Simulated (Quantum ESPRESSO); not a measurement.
Runs of Quantum ESPRESSO 7.5 on BN. It takes space group P6_3mc (No. 186, hexagonal). The conventional cell has a = 2.554 Å, b = 2.554 Å, c = 4.227 Å, α = 90.00°, β = 90.00°, γ = 120.00°. Around N (site symmetry 3m) lie 4 B at 1.57 to 1.58 Å. Around B (site symmetry 3m) lie 4 N at 1.57 to 1.58 Å. Measurements of this composition are mostly on another form, of space group No. 194.

```tsv
task	level	potentials or basis	k mesh	cutoff (eV)	SCF threshold	symmetry	form of the LDA correlation	mesh quality	gap on the mesh (eV)	pressure (GPa)	V0 of scaled cells (Å³/atom)	B0 (GPa)	largest force (eV/Å)
band structure	PBEsol	GBRV 1.5 PBEsol	12 × 12 × 6	612	8e-10 Ry	-	-	not flagged	4.97	-5.4	-	-	0.01
equation of state	r2SCAN	SG15 PBE 1.2	8 × 8 × 4	1197	1e-08 Ry	off	-	coarse	-	-	5.89	(b)	-
band structure	LDA	GBRV 1.5 LDA	12 × 12 × 6	612	8e-10 Ry	-	PZ81	not flagged	4.96	-12.5	-	-	0.02
single point	PBEsol	GBRV 1.5 PBEsol	12 × 12 × 6	612	8e-10 Ry	-	-	not flagged	4.97	-5.4	-	-	0.01
equation of state	LDA	GBRV 1.5 LDA	12 × 12 × 6	612	8e-10 Ry	-	PZ81	not flagged	-	-	(a)	400	-
equation of state	PBEsol	GBRV 1.5 PBEsol	12 × 12 × 6	612	8e-10 Ry	-	-	not flagged	-	-	5.89	385	-
```

Alike in all rows: no spin polarisation; cell as given; smearing fermi-dirac 0.05 eV.

**Question.** Estimate the missing entries.

**Answer.** (a) 5.78; (b) 384.

Caveats: some runs use coarse meshes; the cell was scaled at fixed shape and fractional positions, which overstates the stiffness of a crystal with free parameters, most of all of layers and chains (some runs); the potentials were made for another functional, which shifts forces and pressure (some runs).

A k mesh can miss the band edges.
